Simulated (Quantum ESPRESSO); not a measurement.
# PbS: equation of state with PBE+D4

The system is PbS.

```
Pb S
1.0
     2.07995   -5.99130    0.00000
     2.07995    5.99130    0.00000
     0.00000    0.00000    4.27932
Pb S
2 2
Direct
  0.13056 0.86944 0.25000
  0.86944 0.13056 0.75000
  0.35480 0.64520 0.25000
  0.64520 0.35480 0.75000
```

Measurements of this composition are mostly on another form, of space group No. 225.

* Program: Quantum ESPRESSO 7.5
* Task: equation of state
* Functional: PBE
* Dispersion: D4
* Potentials or basis: PseudoDojo 0.4.1 SR PBE standard
* Cutoff: 762 eV
* Density cutoff: 3048 eV
* k mesh: 6 × 6 × 5
* Occupations: fermi-dirac, width 0.05 eV
* Spin: no spin polarisation
* Dispersion computed by: dftd4 4.3.1 through ASE
* Mixing beta: 0.5
* Most SCF iterations: 120
* SCF threshold: 8e-10 Ry

* Equilibrium volume: 26.09 Å³/atom (rough: see the caveat)
* Bulk modulus at fixed shape and positions: 53 GPa (rough)

Energy against volume, from the lowest point:
```
volume (Å³/atom)  energy (meV/atom)
          25.064               9.87
          25.597               2.79
          26.130               0.00
          26.664               0.93
          27.197               4.52
          27.730               7.43
          28.263               6.18
```

It took 15 min on 1 thread of Arm Neoverse V1 (shared host), peak memory 0.16 GiB.

Caveat: the fit is doubtful: noisy points or a state that changes with volume; the cell was scaled at fixed shape and fractional positions, which overstates the stiffness of a crystal with free parameters, most of all of layers and chains. The run has no spin-orbit coupling, so splittings on Pb are missing.
